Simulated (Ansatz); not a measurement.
# Run record: phonons of TaN (P6_3mc)

Computed with LDA, all-electron LAPW in Ansatz 0.2.0, scalar-relativistic; not a measurement.

Cell and atoms were relaxed beforehand by PAW with this functional.

The structure is one entry of a database and needn't be the stable phase.

Command line:

```sh
ansatz run input.yaml --threads 1 --pin off --max-ram 3072MiB --backend cpu --events-out ev --progress --plain --runs-dir out
```

Input:

```yaml
crystal:
  lattice:
    - [3.10394244856, 0.0, 0.0]
    - [-1.55197122428, 2.68809301234, 0.0]
    - [0.0, 0.0, 6.01018218049]
  atoms:
    - { symbol: Ta, position: [0.333333333333, 0.666666666667, 0.02968202606] }
    - { symbol: Ta, position: [0.666666666667, 0.333333333333, 0.52968202606] }
    - { symbol: "N", position: [0.333333333333, 0.666666666667, 0.35531797394] }
    - { symbol: "N", position: [0.666666666667, 0.333333333333, 0.85531797394] }
kpoints:
  mp_grid: { grid: [12, 12, 8] }
scf:
  occupations: { method: fermi_dirac, width: 0.1 }
hamiltonian:
  xc: lda
  pseudopotentials: { kind: all_electron, lapw: { basis_error: 0.001 } }
phonons:
  supercell: [1, 1, 1]
```

The program printed:

```
Warning: RAYON_NUM_THREADS=1 ignored (pool sized by the plan → 1); use --threads N
LAPW: plane waves up to 11.453 Å⁻¹, error target 1.0e-3 eV per atom; small_component_spin mean_spin; N in spheres of 0.783 Å, 7 of its electrons in bands, Dirac shells []; Ta in spheres of 1.115 Å, 45 of its electrons in bands, ...
Engine: ansatz 0.2.0, x86_64-unknown-linux-gnu
Pseudopotentials: kind: all_electron
Pseudopotential: Ta, LAPW, valence charge 45, lapw/all_electron/scalar/gaussian/Ta, Koelling and Harmon's equation, gaussian nucleus
Pseudopotential: N, LAPW, valence charge 7, lapw/all_electron/scalar/gaussian/N, Koelling and Harmon's equation, gaussian nucleus
Functional definition: SPW92
  exchange = slater_x
  correlation = pw_c
Crystal: 4 atoms, lattice volume = 50.147 Å³
Basis set: ecut = 499.7416183859534 eV, 1293 PW (Γ), exchange–correlation at level 2
Bands: 63, of which v1, the nominal top of the filled ones, is band 52 counted from 1 (51 counted from 0)
Symmetry: 12 space group operations
k-points: 95 of 1152 (time reversal used)
Non-local potential: Ta, projectors of the file, none
Non-local potential: N, projectors of the file, none
Initial density: superposition of atomic densities (chi_scale 0.1, normalization cell, long waves kept (reshape's long-wave potential 0.00 eV rms))
Initial wavefunctions: plane waves of lowest kinetic energy (no species holds an atomic orbital)
Functional: x = slater, c = lda
iter 1 solved again at ethr=1.33e-2 eV; its pass at ethr=1.00e-1 eV (dr2=1.38e1 eV) is discarded
SCF iter   1: F=—  HF=-851607.537207 eV  |F-HF|=—  |Δ(HF+E_count)|=         —  Δρ=1.49e-1  dr2=1.38e1  ethr=1.33e-2  ⟨swp⟩=2.0  Hψ=37808  notcnv=0
preconditioner: auto → Kerker (q_TF=auto, 3.081 Å⁻¹)  [metal: Δε(μ)=0.104 eV  Ē_g=23.298 eV  σ=0.100 eV  W_gap=0.24  n_scr=22 (ndim 8)  ℏωp=40.6 eV  f_vac=0.004  D(μ)=0.71/eV (n_scr^D=2)]
iter 2 solved again at ethr=6.69e-4 eV; its pass at ethr=1.33e-2 eV (dr2=6.96e-1 eV) is discarded
[... 56 lines left out ...]
iter 3 solved again at ethr=1.05e-8 eV; its pass at ethr=1.58e-7 eV (dr2=1.09e-5 eV) is discarded
SCF iter   3: F=—  HF=-851603.085779 eV  |F-HF|=—  |Δ(HF+E_count)|=   6.51e-5  Δρ=1.04e-4  dr2=1.09e-5  ethr=1.05e-8  ⟨swp⟩=2.0  Hψ=100220  notcnv=0
SCF iter   4: F=—  HF=-851603.085777 eV  |F-HF|=—  |Δ(HF+E_count)|=   2.74e-6  Δρ=2.36e-5  dr2=4.40e-7  ethr=1.05e-8  ⟨swp⟩=3.0  Hψ=58076  notcnv=0
SCF iter   5: F=—  HF=-851603.085776 eV  |F-HF|=—  |Δ(HF+E_count)|=   1.14e-7  Δρ=6.77e-6  dr2=1.66e-8  ethr=4.23e-10  ⟨swp⟩=3.0  Hψ=56476  notcnv=0
SCF iter   6: F=—  HF=-851603.085776 eV  |F-HF|=—  |Δ(HF+E_count)|=   2.27e-8  Δρ=2.60e-6  dr2=2.19e-9  ethr=2.13e-11 (applied; sched 1.60e-11)  ⟨swp⟩=3.0  Hψ=56364  notcnv=0
SCF iter   7: F=-851603.085776 eV  HF=-851603.085776 eV  |F-HF|=6.98e-10  |Δ(HF+E_count)|=   3.26e-9  Δρ=1.04e-6  dr2=6.31e-10  ethr=2.09e-11 (applied; sched 2.11e-12)  ⟨swp⟩=2.0  Hψ=55399  notcnv=0
SCF 5 converged in 7 iterations: F = -851603.085776 eV  dr2 = 6.31e-10
SCF converged after 14 iterations
Free energy (F): -851603.086431 eV
Harris-Foulkes:  -851603.086431 eV  (|F-HF|=5.82e-10)
Internal energy: -851603.055722 eV  (E = F + TS)
E sigma→0 (E₀):  -851603.071076 eV
Entropy (-TS):   -0.030709 eV (-7.677 meV/atom)
Fermi energy:    21.284056 eV
--- Per-component energies (eV) ---
  E_band       = -11898.521458
  E_kinetic    = 950013.095070
  E_xc         = -17099.123084
  E_electrostatic = -1784517.027708  (all electrons and nuclei)
  E_smearing   = -0.030709  (= −TS)
  E_closure    = 0.000000  (closes the sum)
  Σ components = -851603.086431   (vs F -851603.086431, Δ=0.00e0)
  Basis errors (estimates in eV, not in F): energy 4.7e-4 per atom: plane waves 4.2e-4 (2.6e-4 summed), levels above the bands 6.1e-43, relativity 2.2e-8, radial functions 4.2e-5, core shells 1.3e-10; eigenvalues (radial ...
--- Forces (eV/Å), atoms counted from 1 ---
  atom   1  Ta     0.00000000     0.00000000    -0.00267586
  atom   2  Ta    -0.00000000    -0.00000000    -0.00267586
  atom   3  N     -0.00000000     0.00000000     0.00267713
  atom   4  N     -0.00000000    -0.00000000     0.00267713
  max |Σ_I F_I| component: 2.54e-6 eV/Å
--- Phonons: 4 displaced members + reference (amplitude 0.01 Å, Σ member SCF iterations 28) ---
  symmetry images taken by strict's conditions (phonons.symmetry_images: auto; settled by no image being taken that strict refuses)
  ASR residual: 2.604e-3 → 0.000e0 eV/Å²; symmetrization residual: 2.066e-3 eV/Å²
  largest component of a force at the reference: 2.7e-3 eV/Å
  ASR residual per site (eV/Å²): 2.60e-3 2.60e-3 2.44e-3 2.44e-3
  Γ frequencies (cm⁻¹): 0.00 0.00 0.00 81.73 81.73 181.69 379.95 379.95 503.03 503.03 599.78 672.02
  density of states and harmonic sums: on the 23×23×10 q-mesh, interpolated from the force constants of a 1×1×1 supercell (no non-analytic term)
  largest difference from the sums on the solved wave vectors: F 4.67e-1 eV, S 7.26e-4 and C_V 2.58e-4 eV/K
```

The calculation finished and met its thresholds.

**Zone-centre phonons**

Harmonic phonons of a crystal by Kohn-Sham DFT at the given cell, standard atomic masses, acoustic sum rule imposed; negative wavenumbers are unstable modes; optical zone-centre levels upwards with Mulliken labels, activity, and the element with most of the kinetic energy.

```json
{"Point group": "6mm"}
```

| number | phonon wavenumber (cm⁻¹) | label | infrared | raman | lead element |
| --- | --- | --- | --- | --- | --- |
| 1 | 81.7 | E2 | no | yes | Ta |
| 2 | 181.7 | B1 | no | no | Ta |
| 3 | 380 | E2 | no | yes | N |
| 4 | 503 | E1 | yes | yes | N |
| 5 | 599.8 | B1 | no | no | N |
| 6 | 672 | A1 | yes | yes | N |

Limits of these numbers: responses of metals move with mesh and smearing; no spin-orbit coupling on heavy atoms; zone-boundary modes aren't tested; activity by symmetry alone, a metal screens infrared modes.

Time and hardware: 32 min on 1 thread of Intel(R) Xeon(R) Platinum 8488C (Sapphire Rapids) (shared host), peak memory 2.6 GiB.
